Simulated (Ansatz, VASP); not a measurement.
**Hf in VASP and in Ansatz**

```xyz
1
Lattice="2.5769 0.0000 0.0000 0.0000 2.5769 0.0000 0.0000 0.0000 2.5769" Properties=species:S:1:pos:R:3 pbc="T T T"
Hf    0.0000    0.0000    0.0000
```

Change from the starting cell: volume scaled by 0.76, PAW files.

Alike in both runs: task single point; functional LDA; k mesh 15 × 15 × 15; occupations fermi-dirac, width 0.1 eV; no spin polarisation.

|  | VASP | Ansatz |
| --- | --- | --- |
| version | VASP 6.6.1 | Ansatz 0.2.0 |
| potentials or method | VASP PAW LDA potentials, release 64 (Hf_pv) | PAW with Ansatz's default frozen-core files, scalar-relativistic |
| plane-wave cutoff (eV) | 520 | 420 |
| valence electrons in the cell | 10 | 26 |

VASP gave:

```
pressure (GPa) : 39.8
```

**Question.** Which values does Ansatz return?

**Answer.** Pressure (GPa): 40.1.

The two sets of potentials don't hold the same shells in valence.

Caveats: so large a pressure means that the cell lies far from this level's equilibrium, or that cutoff or potentials fall short (VASP). The runs have no spin-orbit coupling, so splittings on Hf are missing.
